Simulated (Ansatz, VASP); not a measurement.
# Te: VASP beside Ansatz

```xyz
1
Lattice="3.4732 0.0000 0.0000 -1.7366 3.0079 0.0000 0.0000 0.0000 3.2453" Properties=species:S:1:pos:R:3 pbc="T T T"
Te    0.0000    0.0000    0.0000
```

Alike in both runs: task relaxation of cell and atoms; functional PBEsol; k mesh 6 × 6 × 6; occupations gaussian, width 0.1 eV; no spin polarisation.

```csv
,VASP,Ansatz
version,VASP 6.6.1,Ansatz 0.2.0
potentials or method,"VASP PAW PBE potentials, release 64 (Te)","scalar-relativistic, plane waves, PAW"
plane-wave cutoff (eV),600,420
valence electrons in the cell,6,16
```

|  | VASP | Ansatz | Ansatz less VASP |
| --- | --- | --- | --- |
| gap on the k mesh at the Fermi level, each at its own relaxed structure (eV) | none | none | - |
| relaxed volume (Å³/atom) | 29.22 | 29.06 | -0.163 |
| relaxed cell length with the largest relative difference (Å) | 3.089 | 3.083 | -0.0063 |
| energy change over the relaxation (meV/atom) | -110 | -110 | 0.0 |

A gap of «none» marks a metal or a gap that the smearing closes. The two sets of potentials don't hold the same shells in valence.

Caveats: the PAW data sets were made with another functional, which shifts forces and pressure a little (VASP). The runs have no spin-orbit coupling, so splittings on Te are missing.
